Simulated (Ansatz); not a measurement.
**A computed series for SrF2: pressure series**

Start from SrF2 in the fluorite structure (space group Fm-3m, No. 225; a = 5.8573 Å).

Cell and atoms are relaxed at each pressure.

Level of theory: Kohn–Sham DFT with the PBE functional, run in Ansatz (a first-principles code) with PAW and 420 eV plane waves, no SOC.

Notes on the quantities. enthalpy: H = E + PV relative to the base's energy.

```
variant           smallest direct gap   electron mass  volume per atom       enthalpy
----------------  -------------------  --------------  ---------------  -------------
base                          6.89 eV  0.52 mₑ (at Γ)         16.75 Å³              –
pressure −2 GPa               6.71 eV  0.52 mₑ (at Γ)         17.31 Å³  -0.21 eV/atom
pressure −1 GPa               6.81 eV  0.52 mₑ (at Γ)         17.01 Å³  -0.11 eV/atom
pressure 0.3 GPa              6.91 eV  0.52 mₑ (at Γ)         16.67 Å³  +0.03 eV/atom
pressure 0.7 GPa              6.95 eV  0.51 mₑ (at Γ)         16.57 Å³  +0.07 eV/atom
pressure 1.5 GPa              7.01 eV  0.51 mₑ (at Γ)         16.38 Å³  +0.16 eV/atom
pressure 3 GPa                7.12 eV  0.51 mₑ (at Γ)         16.06 Å³  +0.31 eV/atom
pressure 5 GPa                7.25 eV  0.51 mₑ (at Γ)         15.67 Å³  +0.50 eV/atom
pressure 10 GPa               7.54 eV  0.51 mₑ (at Γ)         14.88 Å³  +0.98 eV/atom
```

Load acts through the strain it causes; cell and atoms are relaxed under it. Effective masses come from finite differences of ±0.01 Å⁻¹. No phonon test of stability was made. No other phases were tried under pressure.
